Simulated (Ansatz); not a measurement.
Write the native input for Ansatz 0.2.0 that does the following.

```
Task                : single point
Functional          : PBE
Potentials or basis : Ansatz PAW
Cutoff              : 420 eV (not typed: the program's choice for these potentials)
k mesh              : 13 × 13 × 13
Occupations         : gaussian, width 0.011 eV
Spin                : no spin polarisation
```

The system is Ga.

```
Ga
1.0
    -1.38440    1.38440    2.31122
     1.38440   -1.38440    2.31122
     1.38440    1.38440   -2.31122
Ga
1
Direct
  0.00000 0.00000 0.00000
```

This isn't the form of Ga at room conditions, which is orthorhombic.

These files were run (other wordings do the same):

input.yaml

```yaml
crystal:
  lattice:
    - [-1.3843987196, 1.3843987196, 2.3112238365]
    - [1.3843987196, -1.3843987196, 2.3112238365]
    - [1.3843987196, 1.3843987196, -2.3112238365]
  atoms:
    - { symbol: Ga, position: [0.0, 0.0, 0.0] }
hamiltonian:
  xc: pbe
  pseudopotentials: { kind: paw }
kpoints:
  mp_grid: { grid: [13, 13, 13] }
scf:
  occupations: { method: gaussian, width: 0.011 }
output:
  forces: true
  stress: true
  eigenvalues: true
```

Potentials or basis: Ansatz PAW.

Launch:

```bash
$ ansatz run input.yaml --threads 2 --pin off --max-ram 5632MiB --backend cpu --events-out ev --progress --plain --runs-dir out
```

It gave:

| Quantity | Value |
| --- | --- |
| Pressure | 3.5 GPa |
| Band gap on the k mesh | none (metal or under the smearing width) |

It took 1.4 s on 2 threads of Arm Neoverse V1 (shared host), peak memory 0.31 GiB.
